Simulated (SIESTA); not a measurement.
The system is Ta.

```
Ta
1.0
    -1.65128    1.65128    1.65128
     1.65128   -1.65128    1.65128
     1.65128    1.65128   -1.65128
Ta
1
Direct
  0.00000 0.00000 0.00000
```

Base run:

```yaml
Program: SIESTA 5.4.2
Functional: PBE
Potentials_or_basis: Ansatz (PBE files)
Basis: DZP (energy shift 0.003 Ry; two zetas on semicore shells)
Grid_cutoff: 800 Ry
Energy_shift: 0.003 Ry
k_mesh: 11 × 11 × 11
Occupations: fermi-dirac, width 0.05 eV
Spin: no spin polarisation
```

Its results: band gap on the k mesh none (metal or under the smearing width); pressure 3.1 GPa.

After a change of settings the same cell gave: band gap on the k mesh none (metal or under the smearing width); pressure -7.1 GPa. Which change was it?
A. potentials or basis from Ansatz (PBE files) to SG15 1.2 (PBE files) or PseudoDojo by element
B. potentials or basis from Ansatz (PBE files) to PseudoDojo 0.5 standard (PBE files); valence electrons from 27 to 13
C. functional from PBE to VV10; potentials or basis from Ansatz (PBE files) to PseudoDojo 0.4 standard (PBE files); valence electrons from 27 to 13
D. functional from PBE to vdW-DF-C09; potentials or basis from Ansatz (PBE files) to PseudoDojo 0.4 standard (PBE files); valence electrons from 27 to 13

A.

Caveats: the basis of atomic orbitals isn't converged, which shifts pressures, moduli and gaps.
